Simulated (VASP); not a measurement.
HfO2, 12 atoms in the cell. The structure is monoclinic, space group P2_1/c (No. 14). The conventional cell has a = 5.139 Å, b = 5.190 Å, c = 5.321 Å, α = 90.00°, β = 99.69°, γ = 90.00°. Around Hf (site symmetry 1) lie 7 O at 2.05 to 2.26 Å. Around O (site symmetry 1) lie 4 Hf at 2.15 to 2.26 Å. O (site symmetry 1) has 3 Hf at 2.05 to 2.14 Å as nearest neighbours. 

| Quantity | Value |
| --- | --- |
| Program | VASP 6.6.1 |
| Task | relaxation of cell and atoms |
| Functional | PBE |
| Potentials or basis | VASP PAW PBE potentials, release 64 (Hf_pv, O) |
| Cutoff | 600 eV |
| k mesh | 6 × 6 × 6 |
| Occupations | gaussian, width 0.03 eV |
| Spin | no spin polarisation |
| Further INCAR settings | ALGO = Normal; EDIFF = 1e-07; IBRION = 2; EDIFFG = -0.005; NSW = 90; ISIF = 3 |

Potentials or basis: VASP PAW PBE potentials, release 64 (Hf_pv, O).

Launch:

```bash
$ cat potpaw_PBE.64/Hf_pv/POTCAR potpaw_PBE.64/O/POTCAR > POTCAR
$ mpirun -np 4 vasp_std > vasp.out
```

Hardware: 4 MPI ranks on Intel(R) Xeon(R) 6975P-C (Granite Rapids), with other jobs on the host.

Question: How long does it take, and how much memory?

Answer: Run time: 3.8 min on 4 MPI ranks on Intel(R) Xeon(R) 6975P-C (Granite Rapids) (shared host), peak memory 0.65 GiB a rank. Counts: scf iterations 34, k points 80, ion steps 4.
